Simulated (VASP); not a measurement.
**Zr: single point with LDA**

Crystal: Zr.

```
CELL_PARAMETERS angstrom
4.86087 0.00000 0.00000
-2.43043 4.20963 0.00000
0.00000 0.00000 3.03726
ATOMIC_POSITIONS crystal
Zr 0.00000 0.00000 0.00000
Zr 0.33333 0.66667 0.50000
Zr 0.66667 0.33333 0.50000
```

This isn't the form of Zr at room conditions, which is hcp.

| Item | Value |
| --- | --- |
| Program | VASP 6.6.1 |
| Task | single point |
| Functional | LDA |
| Potentials or basis | VASP PAW LDA potentials, release 64 (Zr_sv) |
| Cutoff | 520 eV |
| k mesh | 8 × 8 × 12 |
| Occupations | fermi-dirac, width 0.1 eV |
| Spin | no spin polarisation |

* Pressure: 4.8 GPa
* Band gap on the k mesh: none (metal or under the smearing width)

Stress tensor (GPa, compression positive):
```
4.85 0.00 0.00
0.00 4.85 0.00
0.00 0.00 4.77
```

Levels at points of the mesh, in eV from the Fermi level:
```tsv
k point	band 14	band 15	band 16	band 17	band 18	band 19	band 20	band 21	band 22	band 23
(0.00, 0.00, 0.00)	-2.70	-0.39	-0.39	-0.33	-0.33	-0.16	0.89	1.76	1.76	2.43
(0.50, 0.00, 0.00)	-3.06	-3.00	-0.74	-0.74	-0.55	-0.03	0.79	1.16	2.21	2.63
(0.00, 0.00, 0.50)	-2.89	-2.11	-2.11	-1.98	-1.14	1.31	1.31	1.90	1.90	4.79
(0.50, 0.00, 0.50)	-2.45	-2.20	-1.72	-0.87	-0.37	0.24	1.03	1.69	1.72	3.21
```

It took 2 min on 1 thread of Intel(R) Xeon(R) Platinum 8559C (Emerald Rapids), with other jobs on the host, peak memory 0.2 GiB.
